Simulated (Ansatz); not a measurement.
Stiffness of PbS from strained cells

```yaml
crystal:
  lattice:
    - [0.00000, 2.96500, 2.96500]
    - [2.96500, 0.00000, 2.96500]
    - [2.96500, 2.96500, 0.00000]
  atoms:
    - { symbol: Pb, position: [0.00000, 0.00000, 0.00000] }
    - { symbol: S, position: [0.50000, 0.50000, 0.50000] }
```

Atoms are numbered in the order listed.

The conventional cell has a = 5.930 Å, b = 5.930 Å, c = 5.930 Å, α = 90.00°, β = 90.00°, γ = 90.00°. Pb (atom 1) has 6 S at 2.96 Å as nearest neighbours. S (atom 2) is surrounded by 6 Pb at 2.96 Å.

The cell comes from COD entry 9000001, which wasn't checked; take it as a given geometry.

No spin–orbit coupling, which matters for the heavy atoms here.

Theory: Ansatz 0.2.0, DFT, LDA, all-electron LAPW, scalar-relativistic.

Settings: a Γ-centred 8×8×8 k mesh, Fermi–Dirac smearing of 0.01 eV, basis error target 0.5 meV/atom, no spin polarisation.

The unstrained cell is at -2.53 GPa. Large strains and very small stresses are left out. Each strain is applied once, with fractional coordinates held (clamped ions), and σ below is the change of stress, positive in tension. One finite strain gives stress–strain coefficients at this pressure with an error of the order of the strain times third-order constants, a few per cent for each per cent of strain.

Question: Estimate the stiffness probed by this change, and the stress that it gives: equal xy, yz and zx engineering shear strains of -1 %.

Answer: σxy = -0.21 GPa and γxy = 2εxy = -0.0100, so C44 (clamped ions) = σxy/γxy = 21 GPa.

Question: Estimate the stiffness probed by this change, and the stress that it gives: equal xy, yz and zx engineering shear strains of +1 %.

Answer: σxy = 0.22 GPa and γxy = 2εxy = 0.0100, so C44 (clamped ions) = σxy/γxy = 22 GPa.
